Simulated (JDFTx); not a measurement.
# GaP (F-43m) in JDFTx: a series of runs

One crystal, GaP, is run at these levels: TASK, BLYP, GLLB-SC; tasks: band structure, single point.

All numbers are computed with JDFTx 1.7.0 (patched build); they aren't measurements. Logs are shortened: lines on timing, memory, paths and dates and some standing lists are left out, and cuts for length are marked. The log counts tension as positive stress, the text compression.

**The experiment to reproduce.**

From “Stacking defects in GaP nanowires: Electronic structure and optical properties”, 2018, arxiv:1810.01194, for a bulk crystal of GaP at 10 K: band gap 2.34 eV (indirect).

The results are compared with them further down.

## (1) Starting point

The structure is cubic, space group F-43m (No. 216). Conventional cell: a = 5.451 Å, b = 5.451 Å, c = 5.451 Å, α = 90.00°, β = 90.00°, γ = 90.00°. Ga (site symmetry -43m) has 4 P at 2.36 Å as nearest neighbours. P (site symmetry -43m) has 4 Ga at 2.36 Å as nearest neighbours.

## (2) Band structure, TASK

Contents of bands.in:

```
include GaP.lattice
coords-type Lattice
include GaP.ionpos

ion-species pseudo/Ga.upf
ion-species pseudo/P.upf
elec-cutoff 40 320
elec-ex-corr mgga-x-task lda-c-pw
elec-smearing Fermi 0.0018374661
elec-n-bands 15
electronic-minimize nIterations 30 energyDiffThreshold 1e-06
davidson-band-ratio 1.3
forces-output-coords Cartesian
include path.kpoints
symmetries none
fix-electron-density run.$VAR

dump-name bands.$VAR
dump End Ecomponents EigStats BandEigs Kpoints Forces
```

Contents of GaP.lattice:

```
lattice \
    0.0000000000     5.1499761211     5.1499761211 \
    5.1499761211     0.0000000000     5.1499761211 \
    5.1499761211     5.1499761211     0.0000000000
```

Contents of GaP.ionpos:

```
ion Ga     0.0000000000     0.0000000000     0.0000000000 1
ion P      0.7500000000     0.7500000000     0.7500000000 1
```

Contents of path.kpoints:

```
kpoint +0.0000000000 +0.0000000000 +0.0000000000 0.020000000000
kpoint +0.0714285714 +0.0000000000 +0.0714285714 0.020000000000
kpoint +0.1428571429 +0.0000000000 +0.1428571429 0.020000000000
kpoint +0.2142857143 +0.0000000000 +0.2142857143 0.020000000000
kpoint +0.2857142857 +0.0000000000 +0.2857142857 0.020000000000
kpoint +0.3571428571 +0.0000000000 +0.3571428571 0.020000000000
kpoint +0.4285714286 +0.0000000000 +0.4285714286 0.020000000000
kpoint +0.5000000000 +0.0000000000 +0.5000000000 0.020000000000
kpoint +0.5000000000 +0.0833333333 +0.5833333333 0.020000000000
kpoint +0.5000000000 +0.1666666667 +0.6666666667 0.020000000000
kpoint +0.5000000000 +0.2500000000 +0.7500000000 0.020000000000
kpoint +0.4375000000 +0.3125000000 +0.7500000000 0.020000000000
kpoint +0.3750000000 +0.3750000000 +0.7500000000 0.020000000000
kpoint +0.3281250000 +0.3281250000 +0.6562500000 0.020000000000
kpoint +0.2812500000 +0.2812500000 +0.5625000000 0.020000000000
kpoint +0.2343750000 +0.2343750000 +0.4687500000 0.020000000000
kpoint +0.1875000000 +0.1875000000 +0.3750000000 0.020000000000
kpoint +0.1406250000 +0.1406250000 +0.2812500000 0.020000000000
kpoint +0.0937500000 +0.0937500000 +0.1875000000 0.020000000000
kpoint +0.0468750000 +0.0468750000 +0.0937500000 0.020000000000
kpoint +0.0000000000 +0.0000000000 +0.0000000000 0.020000000000
kpoint +0.0833333333 +0.0833333333 +0.0833333333 0.020000000000
kpoint +0.1666666667 +0.1666666667 +0.1666666667 0.020000000000
kpoint +0.2500000000 +0.2500000000 +0.2500000000 0.020000000000
kpoint +0.3333333333 +0.3333333333 +0.3333333333 0.020000000000
kpoint +0.4166666667 +0.4166666667 +0.4166666667 0.020000000000
kpoint +0.5000000000 +0.5000000000 +0.5000000000 0.020000000000
kpoint +0.5250000000 +0.4500000000 +0.5250000000 0.020000000000
kpoint +0.5500000000 +0.4000000000 +0.5500000000 0.020000000000
kpoint +0.5750000000 +0.3500000000 +0.5750000000 0.020000000000
kpoint +0.6000000000 +0.3000000000 +0.6000000000 0.020000000000
kpoint +0.6250000000 +0.2500000000 +0.6250000000 0.020000000000
kpoint +0.5625000000 +0.2500000000 +0.6875000000 0.020000000000
kpoint +0.5000000000 +0.2500000000 +0.7500000000 0.020000000000
kpoint +0.5000000000 +0.2916666667 +0.7083333333 0.020000000000
kpoint +0.5000000000 +0.3333333333 +0.6666666667 0.020000000000
kpoint +0.5000000000 +0.3750000000 +0.6250000000 0.020000000000
kpoint +0.5000000000 +0.4166666667 +0.5833333333 0.020000000000
kpoint +0.5000000000 +0.4583333333 +0.5416666667 0.020000000000
kpoint +0.5000000000 +0.5000000000 +0.5000000000 0.020000000000
kpoint +0.4791666667 +0.4791666667 +0.5416666667 0.020000000000
kpoint +0.4583333333 +0.4583333333 +0.5833333333 0.020000000000
kpoint +0.4375000000 +0.4375000000 +0.6250000000 0.020000000000
kpoint +0.4166666667 +0.4166666667 +0.6666666667 0.020000000000
kpoint +0.3958333333 +0.3958333333 +0.7083333333 0.020000000000
kpoint +0.3750000000 +0.3750000000 +0.7500000000 0.020000000000
kpoint +0.6250000000 +0.2500000000 +0.6250000000 0.020000000000
kpoint +0.5833333333 +0.1666666667 +0.5833333333 0.020000000000
kpoint +0.5416666667 +0.0833333333 +0.5416666667 0.020000000000
kpoint +0.5000000000 +0.0000000000 +0.5000000000 0.020000000000
```

Potentials or basis: SG15-PBE-1.2.

On the command line:

```bash
$ jdftx -c 1 -i bands.in -o bands.out
```

The program printed:

```text
*************** JDFTx 1.7.0 (patched build) ***************

Input parsed successfully to the following command list (including defaults):
[... the input with its defaults ...]

---------- Initializing the Grid ----------
R =
[            0      5.14998      5.14998  ]
[      5.14998            0      5.14998  ]
[      5.14998      5.14998            0  ]
unit cell volume = 273.178
G =
[  -0.610021   0.610021   0.610021  ]
[   0.610021  -0.610021   0.610021  ]
[   0.610021   0.610021  -0.610021  ]
Minimum fftbox size, Smin = [  60  60  60  ]
Chosen fftbox size, S = [  60  60  60  ]

---------- Initializing tighter grid for wavefunction operations ----------
R =
[            0      5.14998      5.14998  ]
[      5.14998            0      5.14998  ]
[      5.14998      5.14998            0  ]
unit cell volume = 273.178
G =
[  -0.610021   0.610021   0.610021  ]
[   0.610021  -0.610021   0.610021  ]
[   0.610021   0.610021  -0.610021  ]
Minimum fftbox size, Smin = [  44  44  44  ]
Chosen fftbox size, S = [  48  48  48  ]

---------- Exchange Correlation functional ----------
Initialized LibXC exchange functional 'TASK exchange of Aschebrock and Kuemmel'
Initialized LibXC correlation functional 'Perdew & Wang'

---------- Setting up pseudopotentials ----------
Width of ionic core gaussian charges (only for fluid interactions / plotting) set to 0

Reading pseudopotential file 'pseudo/Ga.upf':
  'Ga' pseudopotential, 'PBE' functional
  Generated using ONCVPSP code by D. R. Hamann
  13 valence electrons, 0 orbitals, 6 projectors, 602 radial grid points, with lMax = 2
  Core radius for overlap checks: 2.11 bohrs.

Reading pseudopotential file 'pseudo/P.upf':
  'P' pseudopotential, 'PBE' functional
  Generated using ONCVPSP code by D. R. Hamann
  5 valence electrons, 0 orbitals, 4 projectors, 602 radial grid points, with lMax = 1
  Core radius for overlap checks: 1.79 bohrs.

Initialized 2 species with 2 total atoms.

Folded 50 k-points by 1x1x1 to 50 k-points.

---------- Setting up k-points, bands, fillings ----------
No reducable k-points.
Computing the number of bands and number of electrons
Calculating initial fillings.
nElectrons:  18.000000   nBands: 15   nStates: 50

----- Setting up reduced wavefunction bases (one per k-point) -----
average nbasis = 3298.780 , ideal nbasis = 3300.879

---------- Setting up ewald sum ----------
Optimum gaussian width for ewald sums = 2.339030 bohr.
Real space sum over 1331 unit cells with max indices [  5  5  5  ]
Reciprocal space sum over 2197 terms with max indices [  6  6  6  ]

---------- Allocating electronic variables ----------
Reading n from file 'run.n' ... done
Reading tau from file 'run.tau' ... done
Initializing wave functions:  (No orbitals for LCAO)  bandwidth-limited random numbers

----------- Band structure minimization -------------
Minimization will be done independently for each quantum number.

---- Minimization of quantum number:     0  [ +0.0000000 +0.0000000 +0.0000000 ]  0.040000000 ----
BandDavidson: Iter:   0  Eband: +0.355916845582077
BandDavidson: Iter:   1  Eband: +0.294779776030145  dEband: -6.113707e-02
BandDavidson: Iter:   2  Eband: +0.258420919322182  dEband: -3.635886e-02
BandDavidson: Iter:   3  Eband: +0.195499862274870  dEband: -6.292106e-02
[... 891 lines of inner loops ...]
BandDavidson: Iter:  13  Eband: +0.101938887193452  dEband: -1.660991e-06
BandDavidson: Iter:  14  Eband: +0.101938414537796  dEband: -4.726557e-07
BandDavidson: Converged (dEband<1.000000e-06)
	FillingsUpdate:  mu: +0.311417266  nElectrons: 18.000000

Dumping 'bands.eigStats' ...
	eMin: -0.278116 at state 7 ( [ +0.500000 +0.000000 +0.500000 ] spin 0 )
	HOMO: +0.271394 at state 20 ( [ +0.000000 +0.000000 +0.000000 ] spin 0 )
	mu  : +0.311417
	LUMO: +0.349759 at state 39 ( [ +0.500000 +0.500000 +0.500000 ] spin 0 )
	eMax: +0.797201 at state 35 ( [ +0.500000 +0.333333 -0.333333 ] spin 0 )
	HOMO-LUMO gap: +0.078365
	Optical gap  : +0.081923 at state 20 ( [ +0.000000 +0.000000 +0.000000 ] spin 0 )
Done!
[note: mu, HOMO and LUMO in a band run belong to the points of the path alone and aren't those of the crystal]
```

Run time: 64 s. Hardware: 1 thread of AMD EPYC 9R45 (Zen 5), shared host; peak memory 0.11 GiB.

What came out:

```
Band gap along the path : 2.13 eV, indirect (least direct gap 2.23 eV)
```

Levels at the corners of the path, in eV from the valence-band top:
| point | band 5 | band 6 | band 7 | band 8 | band 9 | band 10 | band 11 | band 12 | band 13 |
| --- | --- | --- | --- | --- | --- | --- | --- | --- | --- |
| Γ | -14.59 | -14.06 | 0.00 | 0.00 | 0.00 | 2.23 | 4.40 | 4.40 | 4.40 |
| X | -14.56 | -10.68 | -7.60 | -3.07 | -3.07 | 2.47 | 2.56 | 11.96 | 11.96 |
| W | -14.58 | -10.57 | -7.41 | -3.92 | -3.77 | 5.46 | 5.94 | 7.13 | 7.53 |
| K | -14.58 | -10.72 | -7.39 | -4.31 | -2.59 | 2.95 | 5.75 | 9.41 | 9.74 |
| Γ | -14.59 | -14.06 | 0.00 | 0.00 | 0.00 | 2.23 | 4.40 | 4.40 | 4.40 |
| L | -14.58 | -11.67 | -7.39 | -1.32 | -1.32 | 2.13 | 5.53 | 5.53 | 10.38 |
| U | -14.58 | -10.72 | -7.39 | -4.31 | -2.59 | 2.95 | 5.75 | 9.41 | 9.74 |
| W | -14.58 | -10.57 | -7.41 | -3.92 | -3.77 | 5.46 | 5.94 | 7.13 | 7.53 |
| L | -14.58 | -11.67 | -7.39 | -1.32 | -1.32 | 2.13 | 5.53 | 5.53 | 10.38 |
| K | -14.58 | -10.72 | -7.39 | -4.31 | -2.59 | 2.95 | 5.75 | 9.41 | 9.74 |
| U | -14.58 | -10.72 | -7.39 | -4.31 | -2.59 | 2.95 | 5.75 | 9.41 | 9.74 |
| X | -14.56 | -10.68 | -7.60 | -3.07 | -3.07 | 2.47 | 2.56 | 11.96 | 11.96 |

## (3) Band structure, BLYP

Edit bands.in of step 2 so:

```diff
@@ -1,4 +1,8 @@
-include GaP.lattice
+lattice \
+    0.0000000000     5.1499761211     5.1499761211 \
+    5.1499761211     0.0000000000     5.1499761211 \
+    5.1499761211     5.1499761211     0.0000000000
 coords-type Lattice
-include GaP.ionpos
+ion Ga     0.0000000000     0.0000000000     0.0000000000 1
+ion P      0.7500000000     0.7500000000     0.7500000000 1
 
@@ -7,3 +11,3 @@
 elec-cutoff 40 320
-elec-ex-corr mgga-x-task lda-c-pw
+elec-ex-corr gga-x-b88 gga-c-lyp
 elec-smearing Fermi 0.0018374661
```

path.kpoints is that of step 2.

Potentials or basis: PseudoDojo-SR-PBE-0.5-standard.

On the command line:

```bash
$ jdftx -c 1 -i bands.in -o bands.out
```

Wall time 19 s (1 thread of AMD EPYC 9R45 (Zen 5), shared host); peak memory 0.11 GiB.

It converged, with:

```
Band gap along the path : 1.66 eV, indirect (least direct gap 1.71 eV)
```

Levels at the corners of the path, in eV from the valence-band top:
| point | band 6 | band 7 | band 8 | band 9 | band 10 | band 11 |
| --- | --- | --- | --- | --- | --- | --- |
| Γ | -12.49 | 0.00 | 0.00 | 0.00 | 1.71 | 3.92 |
| X | -9.53 | -6.80 | -2.65 | -2.65 | 1.84 | 1.91 |
| W | -9.45 | -6.61 | -3.50 | -3.35 | 4.83 | 4.87 |
| K | -9.57 | -6.60 | -3.85 | -2.23 | 2.31 | 4.87 |
| Γ | -12.49 | 0.00 | 0.00 | 0.00 | 1.71 | 3.92 |
| L | -10.44 | -6.61 | -1.11 | -1.11 | 1.66 | 4.80 |
| U | -9.57 | -6.60 | -3.85 | -2.23 | 2.31 | 4.87 |
| W | -9.45 | -6.61 | -3.50 | -3.35 | 4.83 | 4.87 |
| L | -10.44 | -6.61 | -1.11 | -1.11 | 1.66 | 4.80 |
| K | -9.57 | -6.60 | -3.85 | -2.23 | 2.31 | 4.87 |
| U | -9.57 | -6.60 | -3.85 | -2.23 | 2.31 | 4.87 |
| X | -9.53 | -6.80 | -2.65 | -2.65 | 1.84 | 1.91 |

## (4) Single point, GLLB-SC

Contents of GaP.in:

```
include GaP.lattice
coords-type Lattice
include GaP.ionpos

ion-species pseudo/Ga.upf
ion-species pseudo/P.upf
elec-cutoff 40 320
elec-ex-corr orb-GLLBsc
kpoint-folding 8 8 8
elec-n-bands 15
electronic-SCF nIterations 100 energyDiffThreshold 1e-09 residualThreshold 1e-05
electronic-minimize nIterations 30 energyDiffThreshold 1e-7
converge-empty-states yes
forces-output-coords Cartesian

dump-name run.$VAR
dump End Ecomponents EigStats BandEigs Kpoints Forces ElecDensity Dtot KEdensity
```

GaP.lattice is that of step 2.

GaP.ionpos is that of step 2.

Potentials or basis: PseudoDojo-SR-PBE-0.5-standard.

On the command line:

```bash
$ jdftx -c 1 -i GaP.in -o GaP.out
```

The program printed:

```text
*************** JDFTx 1.7.0 (patched build) ***************

Input parsed successfully to the following command list (including defaults):
[... the input with its defaults ...]

---------- Setting up symmetries ----------

Found 48 point-group symmetries of the bravais lattice
Found 24 space-group symmetries with basis
Applied RMS atom displacement 0 bohrs to make symmetries exact.

---------- Initializing the Grid ----------
R =
[            0      5.14998      5.14998  ]
[      5.14998            0      5.14998  ]
[      5.14998      5.14998            0  ]
unit cell volume = 273.178
G =
[  -0.610021   0.610021   0.610021  ]
[   0.610021  -0.610021   0.610021  ]
[   0.610021   0.610021  -0.610021  ]
Minimum fftbox size, Smin = [  60  60  60  ]
Chosen fftbox size, S = [  60  60  60  ]

---------- Initializing tighter grid for wavefunction operations ----------
R =
[            0      5.14998      5.14998  ]
[      5.14998            0      5.14998  ]
[      5.14998      5.14998            0  ]
unit cell volume = 273.178
G =
[  -0.610021   0.610021   0.610021  ]
[   0.610021  -0.610021   0.610021  ]
[   0.610021   0.610021  -0.610021  ]
Minimum fftbox size, Smin = [  44  44  44  ]
[... 76 lines left out ...]
SCF: Cycle:  6   Etot~: -71.105443737848418   dEtot~: +2.370e-04   |Residual|: 2.760e-03   |deigs|: 1.627e-03
SCF: Cycle:  7   Etot~: -71.105278152986898   dEtot~: +1.656e-04   |Residual|: 4.372e-04   |deigs|: 1.047e-03
SCF: Cycle:  8   Etot~: -71.105279999855810   dEtot~: -1.847e-06   |Residual|: 3.337e-04   |deigs|: 3.398e-04
SCF: Cycle:  9   Etot~: -71.105317905249166   dEtot~: -3.791e-05   |Residual|: 1.048e-04   |deigs|: 1.519e-04
SCF: Cycle: 10   Etot~: -71.105313167583631   dEtot~: +4.738e-06   |Residual|: 5.664e-05   |deigs|: 5.754e-05
SCF: Cycle: 11   Etot~: -71.105311003808396   dEtot~: +2.164e-06   |Residual|: 4.864e-05   |deigs|: 4.726e-05
SCF: Cycle: 12   Etot~: -71.105308931571869   dEtot~: +2.072e-06   |Residual|: 3.910e-05   |deigs|: 2.936e-05
SCF: Cycle: 13   Etot~: -71.105309255895961   dEtot~: -3.243e-07   |Residual|: 2.798e-05   |deigs|: 2.268e-05
SCF: Cycle: 14   Etot~: -71.105308500361190   dEtot~: +7.555e-07   |Residual|: 1.680e-05   |deigs|: 1.920e-05
SCF: Cycle: 15   Etot~: -71.105308324540914   dEtot~: +1.758e-07   |Residual|: 2.427e-05   |deigs|: 1.690e-05
SCF: Cycle: 16   Etot~: -71.105310972335900   dEtot~: -2.648e-06   |Residual|: 2.941e-06   |deigs|: 1.937e-05
SCF: Cycle: 17   Etot~: -71.105310413020490   dEtot~: +5.593e-07   |Residual|: 6.560e-06   |deigs|: 1.409e-05
SCF: Converged (|Residual|<1.000000e-05 for 2 iters).

Setting wave functions to eigenvectors of Hamiltonian
Converging empty states (this may take a while):
EmptyStates: None of the convergence criteria satisfied.
|deigs|: 7.441e-04

# Ionic positions in lattice coordinates:
ion Ga   0.000000000000000   0.000000000000000   0.000000000000000 1
ion P   0.750000000000000   0.750000000000000   0.750000000000000 1

# Forces in Cartesian coordinates:
force Ga  -0.000000000000000   0.000000000000000  -0.000000000000000 1
force P  -0.000000000000000  -0.000000000000000   0.000000000000000 1

# Energy components:
   Eewald =      -48.2388119437273133
       EH =       25.8711230659267031
     Eloc =      -65.9022509107057601
      Enl =      -35.6954096012454656
      Exc =      -10.5738922579199173
       KE =       63.4339312346512685
-------------------------------------
     Etot =      -71.1053104130204900

IonicMinimize: Iter:   0  Etot: -71.105310413020490  |grad|_K:  5.745e-36
IonicMinimize: Converged (|grad|_K<1.000000e-04).

#--- Lowdin population analysis ---
# oxidation-state Ga +0.042
# oxidation-state P +0.018

Dumping 'run.eigStats' ...
	eMin: -0.332697 at state 20 ( [ +0.000000 +0.500000 +0.500000 ] spin 0 )
	HOMO: +0.246646 at state 0 ( [ +0.000000 +0.000000 +0.000000 ] spin 0 )
	mu  : +0.274061
	LUMO: +0.301733 at state 4 ( [ +0.000000 +0.000000 +0.500000 ] spin 0 )
	eMax: +0.703684 at state 20 ( [ +0.000000 +0.500000 +0.500000 ] spin 0 )
	HOMO-LUMO gap: +0.055087
	Optical gap  : +0.055891 at state 0 ( [ +0.000000 +0.000000 +0.000000 ] spin 0 )
WARNING: the last solve of the electrons (or of bands or displaced states from it) ended unconverged.
Done!
[note: without smearing the FillingsUpdate lines are those of the first guess, not of the final state]
[note: this functional has no energy, so the totals, forces and stress in the log carry no meaning]
```

It took 58 s on 1 thread of AMD EPYC 9R45 (Zen 5), shared host; peak memory 0.14 GiB.

Results:

- Band gap on the k mesh, Kohn-Sham part alone: 1.50 eV, indirect (least direct gap 1.52 eV)

Caveat: the gap lacks the derivative discontinuity; the empty levels aren't tightly converged; a model potential gives levels but no total energy.

## (5) How close it comes

Step 2. Measured gap of GaP: 2.34 eV (indirect; 10 K; quoted in “Stacking defects in GaP nanowires: Electronic structure and optical properties”, 2018, arxiv:1810.01194). This calculation gives 2.13 eV (-0.21 eV). Spin-orbit coupling on Ga is left out. The value is that of TASK, without temperature or zero-point motion.

Step 3. Against the measured gap of GaP, 2.34 eV (indirect; 10 K; quoted in “Stacking defects in GaP nanowires: Electronic structure and optical properties”, 2018, arxiv:1810.01194), the calculated 1.66 eV is off by -0.68 eV. Spin-orbit coupling on Ga is left out. The value is that of BLYP, without temperature or zero-point motion. Semilocal functionals fall short of measured gaps as a rule.

Step 4. The gap isn't set beside the deposited one, since the derivative discontinuity is missing.
